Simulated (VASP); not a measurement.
An input for Ansatz (written as the equivalent of a VASP run, and not itself run):

Ansatz 0.2 input:
```yaml
crystal:
  lattice:
    - [0.0000000, 3.0324034, 3.0324034]
    - [3.0324034, 0.0000000, 3.0324034]
    - [3.0324034, 3.0324034, 0.0000000]
  atoms:
    - { symbol: Zn, position: [0.0000000, 0.0000000, 0.0000000] }
    - { symbol: Te, position: [0.2500000, 0.2500000, 0.2500000] }
kpoints:
  mp_grid: { grid: [8, 8, 8] }
hamiltonian:
  xc: pbesol
  pseudopotentials: { kind: paw }
scf:
  occupations: { method: gaussian, width: 0.05 }
  max_iter: 100
output: { forces: true, stress: true, eigenvalues: true }
```

Problem. Translate this input to VASP (INCAR, KPOINTS, POSCAR, choice of POTCAR).

Solution. One answer among several that fit: 
File POSCAR:
```
ZnTe
1
   -0.0000000000     3.0324034432     3.0324034432
    3.0324034432    -0.0000000000     3.0324034432
    3.0324034432     3.0324034432    -0.0000000000
Zn Te
1 1
Direct
  0.0000000000   0.0000000000   0.0000000000
  0.2500000000   0.2500000000   0.2500000000
```

File KPOINTS:
```
kpoints
0
G
8 8 8
```

### INCAR
```
EDIFF  =  1E-7   ! SCF stop (eV)
ISMEAR  =  0   ! Gaussian
LMAXMIX  =  4   ! l cut-off of mixed one-centre charges
ALGO  =  Normal
PREC  =  Accurate
GGA  =  PS
LCHARG  =  .FALSE.
SYSTEM  =  ZnTe
LWAVE  =  .FALSE.
NELM  =  100
ISIF  =  2   ! forces and stress, cell fixed
LREAL  =  .FALSE.   ! projection in real space or not
ENCUT  =  480   ! plane-wave cut-off (eV)
SIGMA  =  0.05   ! width (eV)
LASPH  =  .TRUE.   ! aspherical one-centre terms
```

POTCAR, in this order: Zn Te (PBE.64 set). Program: vasp_std.

What does not carry over: each code has its own PAW files, so the cut-off isn't converted (ENCUT is set for VASP's; basis.ecutwfc is left out, and Ansatz then takes the one that its files recommend); Ansatz stops its SCF on the density residual and VASP on the energy change (EDIFF).

The compound is ZnTe in the zinc blende structure. It was relaxed first.
